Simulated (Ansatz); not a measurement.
## BN: relaxation of cell and atoms with revPBE

The system is BN.

```xyz
2
Lattice="0.0000 1.8130 1.8130 1.8130 0.0000 1.8130 1.8130 1.8130 0.0000" Properties=species:S:1:pos:R:3 pbc="T T T"
N     0.9065    0.9065    0.9065
B     0.0000    0.0000    0.0000
```

The cell is a database's computed one.

| Quantity | Value |
| --- | --- |
| Program | Ansatz 0.2.0 |
| Task | relaxation of cell and atoms |
| Functional | revPBE |
| Potentials or basis | all-electron LAPW, scalar-relativistic |
| Basis error allowed | 0.001 eV/atom |
| k mesh | 13 × 13 × 13 |
| Occupations | fermi-dirac, width 0.05 eV |
| Spin | no spin polarisation |

```yaml
Relaxed_volume: 6.02 Å³/atom
Relaxed_cell: a = 2.573 Å, b = 2.573 Å, c = 2.573 Å, α = 60.00°, β = 60.00°, γ = 60.00°
Space_group_after_relaxing_to_0.05_Å: F-43m (No. 216)
Energy_gained_by_relaxing: 0.8 meV/atom
Ionic_steps: 4
Pressure_after_relaxing: 0.0 GPa
Band_gap_on_the_k_mesh: 4.54 eV
```

The path:
```csv
step,energy change (eV),largest force (eV/Å),volume (Å³)
1,0.0000,0.0000,11.92
2,-0.0013,0.0000,11.99
3,-0.0016,0.0000,12.05
4,-0.0016,0.0000,12.05
```

Final structure:
```xyz
2
Lattice="0.0000 1.8195 1.8195 1.8195 0.0000 1.8195 1.8195 1.8195 0.0000" Properties=species:S:1:pos:R:3 pbc="T T T"
N     0.9098    0.9098    0.9098
B     0.0000    0.0000    0.0000
```

Wall time 17 s on 1 thread of Arm Neoverse V2, with other jobs on the host, peak memory 0.26 GiB.

Caveat: an odd mesh through Γ misses points on the zone boundary, where band edges often lie.
